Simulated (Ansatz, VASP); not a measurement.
Given: the input of a run of VASP 6.6.1 on Pb.

The input INCAR:

```
PREC = Accurate ; ENCUT = 520
EDIFF = 1E-7 ; ISMEAR = 0
SIGMA = 0.02 ; LREAL = F
LASPH = T ; NELM = 80
ALGO = Normal ; ISIF = 2
LWAVE = F ; LCHARG = F
GGA = PS ; NBANDS = 13
```

The input KPOINTS:

```
Automatic mesh
0
Gamma
  9 9 9
```

The input POSCAR:

```
Pb
1.0
    3.4288709500      0.0000000000      0.0000000000
   -1.1429569831      3.2327705342      0.0000000000
   -1.1429569831     -1.6163852665      2.7996614075
Pb
1
Direct
    0.0000000000      0.0000000000      0.0000000000
```

Potentials or basis: VASP PAW PBE potentials, release 64 (Pb_d).

The run is started by

```console
$ cat potpaw_PBE.64/Pb_d/POTCAR > POTCAR
$ mpirun -np 1 vasp_std > vasp.out
```

Task: Translate it to Ansatz 0.2.0. Potentials there: Ansatz PAW.

Result: As run (the cutoff follows the program's own potentials):

The input input.yaml:

```yaml
crystal:
  lattice:
    - [3.42887095, 0.0, 0.0]
    - [-1.1429569831, 3.2327705342, 0.0]
    - [-1.1429569831, -1.6163852665, 2.7996614075]
  atoms:
    - { symbol: Pb, position: [0.0, 0.0, 0.0] }
hamiltonian:
  xc: pbesol
  pseudopotentials: { kind: paw }
kpoints:
  mp_grid: { grid: [9, 9, 9] }
scf:
  occupations: { method: gaussian, width: 0.02 }
output:
  forces: true
  stress: true
  eigenvalues: true
```

Potentials or basis: Ansatz PAW.

Run with:

```bash
$ ansatz run input.yaml --threads 1 --pin off --max-ram 3584MiB --backend cpu --events-out ev --progress --plain --runs-dir out
```

Both were run:

|  | VASP | Ansatz | Ansatz less VASP |
| --- | --- | --- | --- |
| gap on the k mesh at the Fermi level (eV) | none | none | - |
| pressure (GPa) | -2.1 | -2.0 | +0.08 |

A gap of «none» marks a metal or a gap that the smearing closes. With one functional, cell and mesh, what is left measures potentials, basis and numerics.

Caveats: the PAW data sets were made with another functional, which shifts forces and pressure a little (VASP); the PAW data sets come from PBE, with cores solved anew for the run's functional, which leaves a small shift of forces and pressure (Ansatz). The runs have no spin-orbit coupling, so splittings on Pb are missing.
